Question

I have the zone-centre vibrations of a layered barium strontium titanate, computed with PBEsol, but no pictures of the modes. Negative frequencies stand for imaginary ones.

Zone-centre optical modes of BaSrTi2O6 (10-atom cell, space group Pmm2, a = 3.923, b = 7.842, c = 3.970 Å), computed by linear response in Ansatz 0.2.0 with PBEsol, plane waves and PAW, a 420 eV cutoff and a 6×4×6 k mesh. Each row is a single non-degenerate mode, without the longitudinal term; a negative frequency is imaginary.

```
row  phonon frequency (cm⁻¹)  phonon infrared intensity ((debye/Å)²/amu)
  1                    -79.1                                         149
  2                    -75.8                                         147
  3                     87.7                                           0
  4                     99.8                                        2.53
  5                    106.4                                        2.62
  6                    150.1                                        20.3
  7                    154.1                                       0.998
  8                    161.2                                       0.372
  9                    161.3                                       0.056
 10                    169.4                                       0.159
 11                    194.3                                           0
 12                    250.9                                        70.3
 13                    259.8                                       0.024
 14                    260.7                                       0.532
 15                    261.0                                        9.95
 16                    268.8                                       0.286
 17                    277.2                                        2.39
 18                    301.6                                       0.762
 19                    324.2                                        2.19
 20                    327.7                                       0.992
 21                    465.1                                           0
 22                    485.2                                        10.8
 23                    498.9                                        17.8
 24                    502.1                                        2.77
 25                    522.0                                        9.68
 26                    530.4                                        19.1
 27                    717.6                                        5.41
```

How much can be read from this?
1. Why do three rows have no infrared intensity at all?
2. Why are rows 1 and 2 so intense?
3. In which direction do they point?
4. Which atoms move in them?
5. Can I take a permittivity for a capacitor from the table?
6. What would change if Sr were replaced by Ba?
7. Which digits can I trust?

Answer

1. Why three silent rows?

Along b the crystal is a stack of layers: SrO, TiO₂, BaO, TiO₂. The two TiO₂ layers are mirror images of each other. If they slide along a in opposite senses, their dipoles cancel and the motion can't absorb infrared light. Each TiO₂ layer holds three atoms that can slide in this way, which gives three silent modes: rows 3, 11 and 21. These zeros are exact, whereas row 13 is merely weak.

2. Why are rows 1 and 2 so intense?

A mode is intense when its atoms carry charge in a way that adds up to a large dipole. For motion along one axis, the intensity is

intensity = (Σ Z e / √m)²

Here Z is the Born charge of an atom (the dipole produced per unit of displacement), m is its mass, and e is its share in the normalised mode pattern. Because the patterns form a complete set, the intensities of all modes along one axis add up to

ceiling = Σ Z² / m

No single mode can exceed this ceiling, whatever the forces are.

Try it first with the formal charges +4, +2 and −2. The two Ti atoms give 2 × 16/48 = 0.67, the six O atoms give 6 × 4/16 = 1.5, and Ba and Sr together add about 0.07. The sum of 2.24, multiplied by 23.1 to convert to the units of the table, is a ceiling of about 52.

Row 1 alone reaches 149, so formal charges fail badly. The computed Born charges of Ti, and of O along the Ti–O–Ti chains, are much larger than the formal ones, because electrons flow along the bonds as the atoms move. They raise the ceiling to about 170 along a or b, and to 137 along c. Rows 1 and 2 also take most of what their axis allows. This is expected of soft modes in perovskites, because the attraction between dipoles, which softens a mode, grows with the same charges. The ceilings contain no adjustable constant. They limit the sum along each axis, not the share of each row, and their total matches the table, as it must when charges and intensities come from the same run. The printed analysis below gives the details.

3. In which direction do they point?

The two mirror planes of the crystal force every polar mode to lie along a, b or c. Rows 1 and 2 both exceed the ceiling for c, so neither lies along c. Together they have 149 + 147 = 296, too much for a single axis. One must therefore lie along a and the other along b, though the table doesn't decide which is which.

The same bookkeeping places row 12. Beside a soft mode, at most 23 units of intensity remain along a or b, and row 12 has 70, so it lies along c. It is real, as are all other modes along c.

This fits the usual picture of a ferroelectric perovskite. Ti has already moved off centre along c, where short-range repulsion now resists further motion. Sideways, the long-range attraction between dipoles can still win, so the existing dipole tends to turn. For a similar crystal that is already polar along one axis, the sideways modes are worth checking for an instability.

4. Which atoms move in them?

Magnesium oxide is a useful simpler case. It has one optical vibration per axis, Mg against O, and that vibration takes the whole ceiling. Here the soft modes take 87 to 88 %, so they come close to the motion that a uniform field would start: Ti one way, O the other. The analogy ends there, because with only two atoms MgO has no other pattern, while here the forces select it.

The remaining share leaves some freedom. In terms of squared, mass-weighted motion, oxygen carries about a third or more of each soft mode, and Ba and Sr together carry at most a quarter. The part of Ti can't be pinned down in this way. These are therefore mainly distortions of the Ti–O framework.

5. Can I take a permittivity for a capacitor?

Not yet. Along c the data give only a rough range. Each mode adds an amount proportional to its intensity divided by its squared frequency. The electronic part, taken from the same run, and row 12 alone give a static permittivity of 25. Counting every real row as if it lay along c gives an upper limit of 59. Both values hold for a fixed cell shape and for this unstable structure.

Along a and b there is no usable value. The formula gives −416 for row 1, which isn't a material property but a sign that the structure sits at a saddle of the energy. Before such a result enters a capacitor design, the atoms must be displaced along the soft modes and relaxed, and the response computed again. Even that value would leave out thermal motion, on which the permittivity of such materials depends strongly.

6. What if Sr were replaced by Ba?

The clearest change is one of symmetry. With Ba in both layers, the stacking along b disappears. If the crystal stays polar along c, a and b become equivalent, and rows 1 and 2 should merge into one degenerate level.

The mass alone would hardly change the total intensity, though real modes in which Sr moves would drop in frequency. With all charges kept, giving Sr the mass of Ba lowers the total intensity by only 0.4 %. Nor can a change of mass remove an instability, because the forces alone decide whether the energy rises or falls. A real substitution also changes those forces: the larger Ba ion expands the lattice and gives Ti more room, which usually favours off-centring. This table doesn't test the size of that effect.

7. Which digits can I trust?

Squared frequencies measure stiffness per unit of moving mass, so errors are best compared on that scale. For row 1 the square is only 79.1²/717.6² = 1.2 % of that for row 27. A common shift that just removed the instability of row 1 would raise row 27 by about 4 cm⁻¹. An error that is harmless for a stiff mode can thus decide the fate of a soft one.

Soft modes of this kind are known to depend strongly on volume and functional, and this PBEsol run used atomic datasets made for PBE. The layering allows rows 1 and 2 to differ, but I wouldn't rely on the size or sign of their 3.3 cm⁻¹ gap, nor on the order of close pairs such as rows 8 and 9 or rows 14 and 15. The directions of rows 1 and 2 are safer than their frequencies, because they follow from intensities and symmetry. What remains open is where the dipole settles once the atoms are released: towards a, towards b, or between the two. Tilts of the oxygen octahedra need a larger cell and aren't tested here.

Numerical output:

```
Total intensity of all rows, (debye/Å)²/amu: 476
Total intensity expected from Born charges and masses, (debye/Å)²/amu: 476.3
Share of the two imaginary rows in the total intensity, %: 62.18
Share of row 12 in the total intensity, %: 14.77
Ceiling of intensity along a, (debye/Å)²/amu: 169.3
Ceiling of intensity along b, (debye/Å)²/amu: 169.9
Ceiling of intensity along c, (debye/Å)²/amu: 137.2
Ceiling along any axis with formal charges +4, +2, -2, (debye/Å)²/amu: 51.76
Most intensity left along a or b beside its soft mode, (debye/Å)²/amu: 22.86
Lowest possible share of a soft mode in its ceiling, %: 86.54
Highest possible share of a soft mode in its ceiling, %: 88.02
Oxygen part of the charge-over-root-mass pattern along b, %: 69.35
Titanium part of that pattern, %: 28.88
Barium and strontium part of that pattern, %: 1.769
Least oxygen part that a soft mode can have, %: 32.68
Largest barium and strontium part that a soft mode can have, %: 23.75
Change of total intensity if Sr had the mass of Ba and all charges stayed, %: -0.3978
Contribution of row 12 to the static permittivity along c: 19.51
Least static permittivity along c (electrons and row 12): 25.41
Upper limit of static permittivity along c (electrons and all real rows): 58.95
Formal contribution of row 1 to a static permittivity: -416
Rise of row 27 under the shift of squared frequency that brings row 1 to zero, cm⁻¹: 4.346
Difference between rows 2 and 1, cm⁻¹: 3.3
Lowest silent frequency, cm⁻¹: 87.7
```
